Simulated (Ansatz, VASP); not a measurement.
Two plane-wave programs on TlCl

```xyz
2
Lattice="3.8845 0.0000 0.0000 0.0000 3.8845 0.0000 0.0000 0.0000 3.8845" Properties=species:S:1:pos:R:3 pbc="T T T"
Tl    0.0000    0.0000    0.0000
Cl    1.9422    1.9422    1.9422
```

Change from the starting cell: volume scaled by 1.04.

Alike in both runs: task single point; functional PBE; k mesh 7 × 7 × 7; occupations fermi-dirac, width 0.05 eV; no spin polarisation.

|  | VASP | Ansatz |
| --- | --- | --- |
| version | VASP 6.6.1 | Ansatz 0.2.0 |
| potentials or method | VASP PAW PBE potentials, release 64 (Tl_d, Cl) | Ansatz PAW |
| plane-wave cutoff (eV) | 520 | 420 |
| valence electrons in the cell | 20 | 20 |

VASP gave:

- gap on the k mesh at the Fermi level (eV): 2.59
- least direct gap on the mesh (eV): 2.59
- pressure (GPa): 0.2

Q: Which values does Ansatz return?

A: gap on the k mesh at the Fermi level (eV): 2.59; least direct gap on the mesh (eV): 2.59; pressure (GPa): 0.3.

The functional is the same, so the differences come from potentials, cutoffs and numerics.

Caveats: spin-orbit coupling is left out, which as a rule narrows the gap of such compounds by several tenths of an eV; an odd mesh through Γ misses points on the zone boundary, where band edges often lie (VASP); odd divisions of the mesh miss points on the zone boundary, where band edges often lie, so the gap on the mesh can be too wide (Ansatz).
